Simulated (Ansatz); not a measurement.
# Relaxation of AlGa3N4

Theory: DFT r2SCAN, scalar-relativistic, plane waves, PAW (Ansatz). Run with 500 eV cutoff, 6×6×6 k-mesh, Gaussian smearing of 0.02 eV, no spin polarisation.

What was changed: uniaxial strain along a, with b, c and atoms relaxed: -3.0 %.

Command:

```bash
ansatz run input.yaml --threads 2 --pin off --max-ram 5120MiB --backend cpu --events-out ev --progress --plain --runs-dir out
```

Input:

```yaml
crystal:
  lattice:
    - [4.3313841192, 0.0, 0.0]
    - [0.0, 4.4988345361, 0.0]
    - [0.0, 0.0, 4.4988345361]
  atoms:
    - { symbol: Al, position: [0.0, 0.0, 0.0] }
    - { symbol: Ga, position: [0.5, 0.5, 0.0] }
    - { symbol: Ga, position: [0.5, 0.0, 0.5] }
    - { symbol: Ga, position: [0.0, 0.5, 0.5] }
    - { symbol: "N", position: [0.7555118569, 0.755276061, 0.244723939] }
    - { symbol: "N", position: [0.7555118569, 0.244723939, 0.755276061] }
    - { symbol: "N", position: [0.2444881431, 0.755276061, 0.755276061] }
    - { symbol: "N", position: [0.2444881431, 0.244723939, 0.244723939] }
basis:
  ecutwfc: 500
kpoints:
  mp_grid: { grid: [6, 6, 6] }
hamiltonian:
  xc: r2scan
scf:
  occupations: { method: gaussian, width: 0.02 }
output:
  forces: true
  stress: true
  eigenvalues: true
relax:
  adjacent_minimum: "off"
  f_tol: 0.008
  max_steps: 40
  cell: { stress_tol: 0.015, fix: [a, angles] }
```

F is the free energy. Steps run on the plane waves of an earlier cell, but the last one, and at times one on the way, on a freshly chosen basis, so a repeated geometry can differ a little in energy. The held parts of the cell keep their stress, so P needn't end at zero.

Steps:

```
step F − F(1) (eV) largest force component (eV/Å) V (Å³/atom) P (GPa)
   1         0.0000                           0.017       10.958     3.10
   2        -0.0022                           0.007       11.002     2.25
   3        -0.0026                           0.001       11.032     1.67
   4        -0.0029                           0.001       11.032     1.67
```

Relaxed structure:

```cif
data_structure
_symmetry_space_group_name_H-M 'P 1'
_symmetry_Int_Tables_number 1
_cell_length_a 4.3314
_cell_length_b 4.5139
_cell_length_c 4.5139
_cell_angle_alpha 90.000
_cell_angle_beta 90.000
_cell_angle_gamma 90.000
_cell_volume 88.25
loop_
_atom_site_label
_atom_site_type_symbol
_atom_site_fract_x
_atom_site_fract_y
_atom_site_fract_z
_atom_site_occupancy
Al1 Al 0.00000 0.00000 0.00000 1
Ga1 Ga 0.50000 0.50000 0.00000 1
Ga2 Ga 0.50000 0.00000 0.50000 1
Ga3 Ga 0.00000 0.50000 0.50000 1
N1 N 0.75570 0.75520 0.24480 1
N2 N 0.75570 0.24480 0.75520 1
N3 N 0.24430 0.75520 0.75520 1
N4 N 0.24430 0.24480 0.24480 1
```

The structure is tetragonal, space group P-42m (No. 111). Conventional cell: a = 4.514 Å, b = 4.514 Å, c = 4.331 Å, α = 90.00°, β = 90.00°, γ = 90.00°. Al (site symmetry -42m) has 4 N at 1.89 Å as nearest neighbours. Ga (site symmetry 222) is surrounded by 4 N at 1.94 Å. Around Ga (site symmetry -42m) lie 4 N at 1.94 Å. N (site symmetry m) is surrounded by 1 Al at 1.89 Å and 3 Ga at 1.94 Å.

The run converged. The run took 2.2 min on 2 threads of AMD EPYC (Zen 3) (shared host), peak memory 0.59 GiB.